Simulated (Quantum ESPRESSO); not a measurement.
Crystal: BaTiO3.

```
Ba Ti O
1.0
     4.00600    0.00000    0.00000
     0.00000    4.00600    0.00000
     0.00000    0.00000    4.00600
Ba Ti O
1 1 3
Direct
  0.50000 0.50000 0.50000
  0.00000 0.00000 0.00000
  0.00000 0.00000 0.50000
  0.00000 0.50000 0.00000
  0.50000 0.00000 0.00000
```

- Program: Quantum ESPRESSO 7.5
- Task: phonons
- Functional: vdW-DF-cx
- Potentials or basis: GBRV 1.5 PBE
- Cutoff: 612 eV
- Density cutoff: 4898 eV
- k mesh: 4 × 4 × 4, shifted
- Occupations: fermi-dirac, width 0.05 eV
- Spin: no spin polarisation
- Mixing beta: 0.5
- Most SCF iterations: 120
- SCF threshold: 1e-09 Ry

The cell and the atoms were relaxed first, to 12.68 Å³/atom (a = 3.988 Å, b = 3.988 Å, c = 3.988 Å, α = 90.00°, β = 90.00°, γ = 90.00°), and the response was taken there.

The first run showed a gap, so the response started from a second, tighter run with fixed occupations.

Question: Which optical modes does the crystal have at the zone centre, and which show in infrared and Raman spectra?

Answer: The optical modes are 3T1u + T2u. Infrared active: 3T1u. None is Raman active.

Optical modes at Γ, degenerate ones joined, polar ones without the macroscopic field:
| cm⁻¹ | components | symmetry | active in | IR intensity, summed ((D/Å)²/amu) |
| --- | --- | --- | --- | --- |
| 145i | 3 | T1u | IR | 235.57 |
| 180 | 3 | T1u | IR | 8.97 |
| 301 | 3 | T2u | silent | 0.00 |
| 470 | 3 | T1u | IR | 4.96 |

Caveat: the potentials were made for another functional, which shifts forces and pressure; some modes are imaginary.
